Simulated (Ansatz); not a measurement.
# BaS in the zincblende structure

Method: PBEsol, scalar-relativistic; no spin polarisation; PAW, 420 eV, 8×8×8 k-mesh; code Ansatz. The datasets are Ansatz's generated set soft_2.

```
Ba S
1.0
     0.00000    3.46848    3.46848
     3.46848    0.00000    3.46848
     3.46848    3.46848    0.00000
Ba S
1 1
Cartesian
  0.0000 0.0000 0.0000
  1.7342 1.7342 1.7342
```

This is a trial structure; measured cells of the compound in the Crystallography Open Database are in space group Fm-3m (rock salt).

Question: What is the static dielectric tensor, the lattice's part included?

Answer: 6.64 (isotropic)

Question: Give the Born effective charges (a third of the trace, site by site).

Answer: Ba 2.17; S -2.17 e.

Question: List the optical modes at the zone centre without the LO–TO term, with degeneracy and infrared intensity.

Answer: 
```csv
ω (cm⁻¹),degeneracy,IR intensity ((D/Å)²/u)
193,3,12.54
```

Question: Where do the optical modes lie for q → 0 along (0.00, 1.00, 0.00), with the long-range field?

Answer: 193 (×2), 256 cm⁻¹.

An ε∞ of 3.77 means a refractive index of √ε∞ = 1.94 below the gap, far above the lattice modes.

With one infrared-active mode the Lyddane–Sachs–Teller relation ties the modes to the static constant, ε0 = 6.64, which is built from the same mode and Born charges: ω_LO = ω_TO √(ε0/ε∞) = 192.7 × √(6.64/3.77) = 256 cm⁻¹, and the run has a mode at 256 cm⁻¹.

The mean Born charge of Ba is 2.17 against a formal +2. It exceeds the formal charge because moving the ion changes its mixing with the anions' p states, and electrons flow along the bond.

Semilocal functionals make the gap too small and so ε∞ somewhat too large. These numbers lack spin–orbit coupling.
